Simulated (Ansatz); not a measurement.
Runs of Ansatz 0.2.0 on Sb. The structure is cubic, space group Im-3m (No. 229). Conventional cell: a = 3.743 Å, b = 3.743 Å, c = 3.743 Å, α = 90.00°, β = 90.00°, γ = 90.00°. Sb (site symmetry m-3m) has 8 Sb at 3.24 Å as nearest neighbours. This isn't the form of Sb at room conditions, which is rhombohedral.

```tsv
task	level	spin	cell	k mesh	smearing	points for each segment of the path	gap on the mesh (eV)	pressure (GPa)
band structure	PBE	off	as given	10 × 10 × 10	fermi-dirac 0.05 eV	14	none	(a)
band structure	PBE	SOC, no magnetisation	as given	7 × 7 × 7	fermi-dirac 0.05 eV	14	none	2.7
band structure	LDA	off	as given	10 × 10 × 10	fermi-dirac 0.05 eV	14	none	-1.2
relaxation of cell and atoms	PBE	off	relaxed	10 × 10 × 10	fermi-dirac 0.05 eV	-	none	0.0
single point	PBE	off	as given	10 × 10 × 10	gaussian 0.011 eV	-	none	3.1
```

Alike in all rows: potentials or basis Ansatz PAW; cutoff (eV) 420.

Q: Fill in the values left out.

A: (a) 3.2.

Caveats: spin-orbit coupling is left out, which moves the levels of the heavy elements (some runs); the PAW data sets come from PBE, with cores solved anew for the run's functional, which leaves a small shift of forces and pressure (some runs); the plane-wave basis is chosen anew once the cell has moved, so the energies of steps on either side of that aren't comparable (some runs).

A k mesh can miss the band edges, and rows without SOC leave out spin-orbit coupling on Sb.

A gap of «none» marks a metal or a gap under the smearing width.
